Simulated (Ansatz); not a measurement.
A 2-atom cell of SrO started from a crystallographic database: a single-point calculation in Ansatz 0.2.0 (HSE06+SOC). Cell and atoms come from a relaxation with r2SCAN.

Input file:
```yaml
crystal:
  lattice:
    - [0.0, 2.5798927426, 2.5798927426]
    - [2.5798927426, 0.0, 2.5798927426]
    - [2.5798927426, 2.5798927426, 0.0]
  atoms:
    - { symbol: Sr, position: [0.5, 0.5, 0.5] }
    - { symbol: O, position: [0.0, 0.0, 0.0] }
kpoints:
  mp_grid: { grid: [6, 6, 6] }
  band_path:
    path:
      - [0.0, 0.0, 0.0]
      - [0.5, 0.0, 0.5]
      - [0.625, 0.25, 0.625]
      - [0.375, 0.375, 0.75]
      - [0.5, 0.5, 0.5]
      - [0.5, 0.25, 0.75]
      - [0.0, 0.5, 0.5]
    npoints: 1
hamiltonian:
  xc: hse06
scf:
  occupations: { method: fixed }
  n_extra_bands: 8
magnetization:
  noncollinear: true
  spin_orbit: true
output:
  eigenvalues: true
```

Run as `ansatz run input.yaml --threads 2 --pin off --max-ram 2211MiB --backend cpu --events-out ev --progress --plain --runs-dir out`.

Q: What wall time did it need on 2 threads of Intel(R) Xeon(R) 6975P-C (Granite Rapids) (shared host), load about 0.3 per core, and how much host memory at the peak?

A: About 43 s, with a peak of 1.4 GiB.

The output, standing remarks left out:
```
scf.n_extra_bands = 8 over 16 filled bands (N_el = 16.0): the run solves 24 bands
Functional definition: HSE06
Crystal: 2 atoms, lattice volume = 34.343 Å³
Basis set: ecut = 420 eV, 645 PW (Γ)
Symmetry: 48 space group operations + 48 with time reversal
Magnetic group: BNS 225.117 (UNI 1619)
k-points: 16 of 216
Exchange kernel: α = 0.2500, screened, ω = 0.2079 Å⁻¹, Wigner–Seitz truncation, v(0) = 1045.9022 eV·Å³, q-mesh 6×6×6
hybrid outer 1: dexx = +5.587e-3 eV, tail = 7.26e-6 eV
hybrid outer 2: dexx = +8.152e-8 eV, tail = 1.40e-7 eV, Δε = 9.88e-4 eV
hybrid SCF converged: 2 outer / 9 inner (+5 warm-up)
Free energy (F): -4116.106218 eV
Fermi energy:    6.783261 eV
```

bands.tsv, columns around the gap (it counts bands from 0):
```tsv
# k_distance	band_6	band_7	band_8	band_9	band_10	band_11	band_12	band_13	band_14	band_15	band_16	band_17	band_18	band_19	band_20	band_21	band_22	band_23
# fermi_ev = 6.783261
# [0, 0, 0] at k_distance = 0.000000
# [0.5, 0, 0.5] at k_distance = 1.217722
# [0.625, 0.25, 0.625] at k_distance = 1.648252
# [0.375, 0.375, 0.75] at k_distance = 2.393952
# [0.5, 0.5, 0.5] at k_distance = 3.139651
# [0.5, 0.25, 0.75] at k_distance = 4.000711
# [0, 0.5, 0.5] at k_distance = 5.362165
# levels_relative_to = fermi_ev
0.000	-14.245	-14.245	-14.245	-14.245	-0.075	-0.075	0.000	0.000	0.000	0.000	5.388	5.388	7.865	7.865	7.865	7.865	7.896	7.896
1.218	-14.999	-14.999	-14.647	-14.647	-0.497	-0.497	-0.160	-0.160	-0.077	-0.077	4.769	4.769	9.501	9.501	11.991	11.991	12.019	12.019
1.648	-14.777	-14.777	-14.244	-14.244	-0.997	-0.997	-0.614	-0.614	-0.514	-0.514	6.315	6.315	9.572	9.572	10.487	10.487	12.011	12.011
2.394	-14.777	-14.777	-14.244	-14.244	-0.997	-0.997	-0.614	-0.614	-0.514	-0.514	6.315	6.315	9.572	9.572	10.487	10.487	12.011	12.011
3.140	-14.321	-14.321	-13.547	-13.547	-2.241	-2.241	-1.187	-1.187	-1.166	-1.166	8.212	8.212	9.846	9.846	10.659	10.659	10.700	10.700
4.001	-14.980	-14.980	-14.081	-14.081	-1.191	-1.191	-0.509	-0.509	-0.429	-0.429	7.607	7.607	7.608	7.608	10.376	10.376	13.051	13.051
5.362	-14.999	-14.999	-14.647	-14.647	-0.497	-0.497	-0.160	-0.160	-0.077	-0.077	4.769	4.769	9.501	9.501	11.991	11.991	12.019	12.019
```
In order the rows are Γ, X, U, K, L, W, X.

HSE06+SOC gives an indirect gap of 4.77 eV, from Γ to X; the least direct gap is 4.85 eV at X. Edges are sought over the mesh and the listed points.

The values are computed, non-magnetic, and not measurements.

The meshes of the hybrids are coarse, so their gaps aren't converged to the digits shown.
